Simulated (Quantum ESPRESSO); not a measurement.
**BaTiO3: zone-centre phonons under several settings**

```
CELL_PARAMETERS angstrom
3.99980 0.00000 0.00000
0.00000 3.99980 0.00000
0.00000 0.00000 4.01800
ATOMIC_POSITIONS crystal
Ba 0.00000 0.00000 0.00000
Ti 0.50000 0.50000 0.49000
O 0.00000 0.50000 0.51700
O 0.50000 0.00000 0.51700
O 0.50000 0.50000 0.01900
```

All runs used Quantum ESPRESSO 7.5; k mesh 2 × 2 × 2, shifted; given cell, atoms relaxed; no spin polarisation; occupations smeared at first, fixed for the response.

```tsv
level	potentials	cutoff (eV)	pressure (GPa)	lowest optical mode without the field (cm⁻¹)	highest optical mode without the field (cm⁻¹)	sum of the Born charges (e)
PBE	GBRV 1.5 PBE	612	2.1	164	488	0.72
PBE	JTH 2.0 PBE	707	2.1	165	488	0.68
PBE	SG15 PBE 1.2	1197	1.1	157	494	0.76
PBE	SPMS 1.0 PBE	1197	0.8	157	486	0.76
PBE	PseudoDojo 0.4.1 SR PBE standard	1143	1.4	161	488	0.72
PBE	Ansatz NC SR PBE	1238	?	?	?	?
```

Problem. What stands in the row left open?

Solution. Pressure 0.9 GPa; lowest optical mode without the field 158 cm⁻¹; highest optical mode without the field 486 cm⁻¹; sum of the Born charges 0.75 e.

Caveats: all runs use coarse meshes; the cell relaxed to another space group than the one typed; this set's barium file shifts pressures by 1.5 GPa and gaps by 0.1 eV against other sets (some runs); before the sum rule the acoustic modes lie tens of cm⁻¹ from zero, a sign that the density grid also shifts the optical modes (some runs); this release of the barium file is off (some runs).

For the row left open. Caveat: the k mesh is coarse (spacing up to 0.79 Å⁻¹), so the values aren't converged; the mesh is thin for the dielectric tensor, Born charges and intensities, which usually come out too large; the cell relaxed to another space group than the one typed; the Born charges break their sum rule by 0.75 e, a sign of too thin a mesh.
